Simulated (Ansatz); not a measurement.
Runs of Ansatz 0.2.0 on Rh. Symmetry: Fm-3m, No. 225, cubic system. Conventional cell: a = 3.796 Å, b = 3.796 Å, c = 3.796 Å, α = 90.00°, β = 90.00°, γ = 90.00°. Around Rh (site symmetry m-3m) lie 12 Rh at 2.68 Å. 

| level | cutoff (eV) | gap on the mesh (eV) | pressure (GPa) |
| --- | --- | --- | --- |
| LDA | 420 | none | (a) |
| revPBE | 420 | none | 9.6 |
| r2SCAN0 | 500 | none | -8.9 |
| r2SCAN | 500 | none | 0.0 |
| PBE | 420 | none | (b) |
| BLYP | 420 | none | 20.6 |
| PBEsol | 420 | none | -5.0 |
| RPBE | 420 | none | 10.9 |
| HSE06 | 420 | none | -5.1 |
| PBE0 | 420 | none | -5.0 |

Alike in all rows: task projected density of states; potentials or basis Ansatz PAW; no spin polarisation; cell as given; k mesh 7 × 7 × 7; smearing fermi-dirac 0.05 eV; the mesh is coarse, so values aren't converged.

**Question.** Fill in the values left out.

**Answer.** (a) -11.1; (b) 6.2.

Caveats: all runs use coarse meshes; the PAW data sets come from PBE, with cores solved anew for the run's functional, which leaves a small shift of forces and pressure (some runs); the thresholds are loose for stress (some runs).

A k mesh can miss the band edges, and the runs leave out spin-orbit coupling on Rh.

A gap of «none» marks a metal or a gap under the smearing width.
